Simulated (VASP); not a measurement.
Level of theory: PBE GGA, VASP's PBE PAW potentials (set 64) (plane waves; VASP).

The input files of a VASP run:

INCAR:
```
! general
SYSTEM   =  CuInS2
PREC     =  Accurate
ENCUT    =  300
LREAL    =  .FALSE.
LASPH    =  .TRUE.

! electronic loop
EDIFF    =  1E-6
NELM     =  100
ALGO     =  Normal
LMAXMIX  =  4

! smearing
ISMEAR   =  0
SIGMA    =  0.02

! functional
GGA      =  PE

! spin
ISPIN    =  2
MAGMOM   =  2*0.0 2*0.05 4*0.0

! ions
ISIF     =  2

! output
LWAVE    =  .FALSE.
LCHARG   =  .FALSE.
LORBIT   =  11
```

### KPOINTS
```
Automatic mesh
0
Gamma
6 6 6
0 0 0
```

POSCAR:
```
CuInS2
5.5933820
 -0.4959568290   0.4959568290   1.0000000000
  0.4959568290  -0.4959568290   1.0000000000
  0.4959568290   0.4959568290  -1.0000000000
In Cu S
2 2 4
Cartesian
  0.0000000000   0.0000000000   1.0000000000
  0.4959568290   0.0000000000   0.5000000000
  0.0000000000   0.0000000000   0.0000000000
  0.0000000000   0.4959568290   0.5000000000
  0.2678166876   0.2479784145   1.2500000000
  0.7439352435   0.2281401413  -0.2500000000
  0.2281401413   0.2479784145   0.2500000000
 -0.2479784145   0.2678166876   0.7500000000
```

POTCAR, in this order: In_d Cu S (PBE.64 set). Program: vasp_std.

What VASP printed:

File OUTCAR:
```
 ion  position               nearest neighbor table
   1  0.500  0.500  0.000-   5 2.47   6 2.47   8 2.47   7 2.47   2 3.94   2 3.94   2 3.94   2 3.94
  LATTYP: Found a body centered tetragonal cell.
 ALAT       =     5.5481520000
 C/A-ratio  =     2.0163045281
 Subroutine PRICEL returns:
 Original cell was already a primitive cell.
 Subroutine GETGRP returns: Found  8 space group operations
The static configuration has the point symmetry S_4 .
 The point group associated with its full space group is D_2d.
The dynamic configuration has the point symmetry S_4 .
The overall configuration has the point symmetry S_4 .
 Subroutine INISYM returns: Found  8 space group operations
 Subroutine IBZKPT returns following result:
 Found     30 irreducible k-points:

 Following reciprocal coordinates:
            Coordinates               Weight
  0.000000  0.000000  0.000000      1.000000
  0.166667  0.000000  0.000000      8.000000
  0.333333 -0.000000  0.000000      8.000000
  0.500000 -0.000000  0.000000      4.000000
  0.166667  0.166667  0.000000      8.000000
  0.333333  0.166667  0.000000     16.000000
  0.500000  0.166667  0.000000     16.000000
 -0.333333  0.166667  0.000000     16.000000
 -0.166667  0.166667  0.000000      4.000000
  0.333333  0.333333  0.000000      8.000000
  0.500000  0.333333  0.000000     16.000000
 -0.333333  0.333333  0.000000      4.000000
  0.500000  0.500000  0.000000      2.000000
  0.166667  0.166667  0.166667      8.000000
  0.333333  0.166667  0.166667      8.000000
 -0.166667  0.166667  0.166667      4.000000
  0.333333  0.333333  0.166667      4.000000
 -0.333333  0.333333  0.166667      8.000000
 -0.166667  0.333333  0.166667      8.000000
  0.500000  0.500000  0.166667      4.000000
 -0.333333  0.500000  0.166667     16.000000
 -0.166667  0.500000  0.166667      8.000000
...
```

### OSZICAR
```
       N       E                     dE             d eps       ncg     rms          rms(c)
DAV:   1     0.619238983576E+03    0.61924E+03   -0.23078E+04  5160   0.135E+03
DAV:   2     0.576124785143E+02   -0.56163E+03   -0.54838E+03  5222   0.391E+02
DAV:   3    -0.299202675497E+02   -0.87533E+02   -0.86202E+02  7017   0.178E+02
DAV:   4    -0.351517672439E+02   -0.52315E+01   -0.51856E+01  7749   0.460E+01
DAV:   5    -0.353051839701E+02   -0.15342E+00   -0.15315E+00  7976   0.804E+00    0.169E+01
DAV:   6    -0.345868657698E+02    0.71832E+00   -0.35942E+01  7247   0.848E+01    0.113E+01
DAV:   7    -0.327600630497E+02    0.18268E+01   -0.10112E+01  7077   0.739E+01    0.704E+00
DAV:   8    -0.330415470153E+02   -0.28148E+00   -0.35473E+00  7976   0.152E+01    0.398E+00
DAV:   9    -0.329192810160E+02    0.12227E+00   -0.13437E+00  7011   0.177E+01    0.112E+00
DAV:  10    -0.329188768105E+02    0.40421E-03   -0.17346E-01  7178   0.784E+00    0.534E-01
DAV:  11    -0.329166054147E+02    0.22714E-02   -0.32534E-02  7610   0.275E+00    0.200E-01
DAV:  12    -0.329169285756E+02   -0.32316E-03   -0.35344E-03  7557   0.371E-01    0.119E-01
DAV:  13    -0.329169367376E+02   -0.81619E-05   -0.12356E-04  8063   0.725E-02    0.116E-01
DAV:  14    -0.329169405379E+02   -0.38003E-05   -0.60550E-05  6695   0.124E-01    0.670E-02
DAV:  15    -0.329169539373E+02   -0.13399E-04   -0.17112E-04  7517   0.155E-01    0.462E-02
DAV:  16    -0.329169561682E+02   -0.22309E-05   -0.16931E-05  6664   0.232E-02    0.412E-02
DAV:  17    -0.329169550750E+02    0.10933E-05   -0.16281E-06  3837   0.184E-02    0.290E-02
DAV:  18    -0.329169551885E+02   -0.11356E-06   -0.17663E-05  5812   0.631E-02    0.233E-02
DAV:  19    -0.329169549317E+02    0.25688E-06   -0.20742E-06  3788   0.142E-02
   1 F= -.32916955E+02 E0= -.32916955E+02  d E =-.643091E-08  mag=    -0.0000
```

### OUTCAR
```
------------------------ aborting loop because EDIFF is reached ----------------------------------------
  FORCE on cell =-STRESS in cart. coord.  units (eV):
  Direction    XX          YY          ZZ          XY          YZ          ZX
  --------------------------------------------------------------------------------------
  Total        1.1309493      1.1309493      0.9145022      0.0000000      0.0000000      0.0000000
  in kB       10.5240407     10.5240407      8.5098942      0.0000000      0.0000000      0.0000000
  external PRESSURE =       9.8526585 kB  Pullay stress =       0.0000000 kB
  volume of cell :      172.18
      direct lattice vectors                 reciprocal lattice vectors
    -2.774076000  2.774076000  5.593382000     0.000000000  0.180240195  0.089391356
     2.774076000 -2.774076000  5.593382000     0.180240195  0.000000000  0.089391356
     2.774076000  2.774076000 -5.593382000     0.180240195  0.180240195  0.000000000
 POSITION                                       TOTAL-FORCE (eV/Angst)
 -----------------------------------------------------------------------------------
      0.00000      0.00000      5.59338        -0.000000      0.000000      0.000000
      2.77408      0.00000      2.79669        -0.000000      0.000000      0.000000
      0.00000      0.00000      0.00000        -0.000000      0.000000     -0.000000
      0.00000      2.77408      2.79669        -0.000000      0.000000      0.000000
      1.49800      1.38704      6.99173         0.495039      0.000000      0.000000
      4.16111      1.27607     -1.39835        -0.000000     -0.495039      0.000000
      1.27607      1.38704      1.39835        -0.495039      0.000000      0.000000
     -1.38704      1.49800      4.19504        -0.000000      0.495039      0.000000
 -----------------------------------------------------------------------------------
    total drift:                               -0.000052     -0.000052     -0.000041
  FREE ENERGIE OF THE ION-ELECTRON SYSTEM (eV)
  ---------------------------------------------------
  free  energy   TOTEN  =       -32.9169549317 eV

  energy  without entropy=      -32.9169549252  energy(sigma->0) =      -32.91695493

 total charge

# of ion       s       p       d       tot
------------------------------------------
    1        0.804   0.696   9.930  11.431
    2        0.804   0.696   9.930  11.431
    3        0.347   0.330   9.278   9.955
    4        0.347   0.330   9.278   9.955
    5        1.328   2.386   0.000   3.714
    6        1.328   2.386   0.000   3.714
    7        1.328   2.386   0.000   3.714
    8        1.328   2.386   0.000   3.714
--------------------------------------------------
tot          7.613  11.596  38.418  57.627

 magnetization (x)

# of ion       s       p       d       tot
------------------------------------------
    1       -0.000  -0.000  -0.000  -0.000
    2       -0.000  -0.000  -0.000  -0.000
    3        0.000   0.000   0.000   0.000
    4        0.000   0.000   0.000   0.000
    5       -0.000   0.000   0.000   0.000
    6       -0.000   0.000   0.000   0.000
    7       -0.000   0.000   0.000   0.000
    8       -0.000   0.000   0.000   0.000
--------------------------------------------------
tot         -0.000   0.000   0.000   0.000
```
(Selected blocks of OUTCAR.)

At this cut-off the stress carries a Pulay error, which pulls relaxed volumes low. The moments were started parallel, and other spin orders were not tried in this run.

The structure is a typed CuInS2 crystal. The cell was not relaxed at this level. The run is one of a series of settings (ISPIN = 2, MAGMOM = 0.0 0.0 0.05 0.05 0.0 0.0 0.0 0.0 against the base run), some of them coarse on purpose.
